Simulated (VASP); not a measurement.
# SiC: relaxation of cell and atoms with PBE

The system is SiC.

```
CELL_PARAMETERS angstrom
0.00000 2.18979 2.18979
2.18979 0.00000 2.18979
2.18979 2.18979 0.00000
ATOMIC_POSITIONS crystal
Si 0.00000 0.00000 0.00000
C 0.25000 0.25000 0.25000
```

```
Program                : VASP 6.6.1
Task                   : relaxation of cell and atoms
Functional             : PBE
Potentials or basis    : VASP PAW PBE potentials, release 64 (Si, C)
Cutoff                 : 520 eV
k mesh                 : 12 × 12 × 12
Occupations            : gaussian, width 0.02 eV
Spin                   : no spin polarisation
Further INCAR settings : ALGO = Normal; EDIFF = 0.05; IBRION = 2; EDIFFG = -0.002; NSW = 80; ISIF = 3
```

```json
{
  "Energy gained by relaxing": "-3.6 meV/atom",
  "Ionic steps": "15",
  "Pressure after relaxing": "0.0 GPa",
  "Band gap on the k mesh": "1.37 eV, indirect (least direct gap 4.53 eV)"
}
```

Step by step:
| step | energy change (eV) | largest force (eV/Å) | pressure (GPa) | volume (Å³) |
| --- | --- | --- | --- | --- |
| 1 | 0.0000 | 0.0000 | 2.04 | 21.00 |
| 2 | 0.0122 | 0.0000 | -2.90 | 21.41 |
| 3 | 0.0081 | 0.0000 | -2.02 | 21.17 |
| 4 | 0.0074 | 0.0000 | -1.10 | 21.08 |
| 5 | 0.0073 | 0.0000 | -0.57 | 21.04 |
| 6 | 0.0072 | 0.0000 | -0.30 | 21.02 |
| 7 | 0.0072 | 0.0000 | -0.16 | 21.01 |
| 8 | 0.0072 | 0.0000 | -0.10 | 21.01 |
| 9 | 0.0072 | 0.0000 | -0.06 | 21.00 |
| 10 | 0.0072 | 0.0000 | -0.05 | 21.00 |
| 11 | 0.0072 | 0.0000 | -0.04 | 21.00 |
| 12 | 0.0072 | 0.0000 | -0.03 | 21.00 |
| 13 | 0.0072 | 0.0000 | -0.03 | 21.00 |
| 14 | 0.0072 | 0.0000 | -0.03 | 21.00 |
| 15 | 0.0072 | 0.0000 | -0.03 | 21.00 |

Final structure:
```
Si C
1.0
     0.00000    2.18980    2.18980
     2.18980    0.00000    2.18980
     2.18980    2.18980    0.00000
Si C
1 1
Direct
  0.00000 0.00000 0.00000
  0.25000 0.25000 0.25000
```

Levels at points of the mesh, in eV from the valence-band top:
```
           k point  band 1  band 2  band 3  band 4  band 5  band 6  band 7  band 8
(0.00, 0.00, 0.00)  -15.29    0.00    0.00    0.00    6.06    7.21    7.21    7.21
(0.50, 0.00, 0.00)  -11.78   -8.45   -1.05   -1.05    5.30    7.17    7.17    9.97
(0.50, 0.50, 0.00)  -10.34   -7.75   -3.16   -3.16    1.37    4.27   13.86   13.86
```

Run time: 48 s on 1 thread of AMD EPYC 7R43 64-Core Processor (Zen 3) (shared host), peak memory 0.1 GiB.

A k mesh can miss the band edges. A hybrid or GW would open this gap; PBE tends to underestimate it.
